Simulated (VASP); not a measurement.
Runs of VASP 6.6.1 on CuCl (Nantokite). Symmetry: F-43m, No. 216, cubic system. Conventional cell: a = 5.300 Å, b = 5.300 Å, c = 5.300 Å, α = 90.00°, β = 90.00°, γ = 90.00°. Cu (site symmetry -43m) is surrounded by 4 Cl at 2.29 Å. Around Cl (site symmetry -43m) lie 4 Cu at 2.29 Å. 

```tsv
task	level	cell	k mesh	cutoff (eV)	grid for exact exchange (PRECFOCK)	screening parameter	exchange at q = 0	share of exact exchange	gap on the mesh (eV)	pressure (GPa)
band structure	HSE06	F-43m, 18.6 Å³/atom	6 × 6 × 6	520	Fast	0.2 1/A	-	-	(b)	4.4
band structure	PBE-EpsX	F-43m, 18.6 Å³/atom	6 × 6 × 6	520	Fast	-	truncated	0.1874	2.51	4.2
band structure	PBE0	F-43m, 18.6 Å³/atom	6 × 6 × 6	520	Fast	-	truncated	-	3.14	4.3
relaxation of cell and atoms	PBEsol	relaxed	10 × 10 × 10	600	-	-	-	-	(a)	0.0
```

Alike in all rows: potentials or basis VASP PAW PBE potentials, release 64 (Cu, Cl); no spin polarisation; smearing gaussian 0.03 eV.

Estimate the missing entries.

(a) 0.55; (b) 2.44.

Caveats: the PAW data sets were made with another functional, which shifts forces and pressure a little.

Runs at the PBE level aren't shown here.
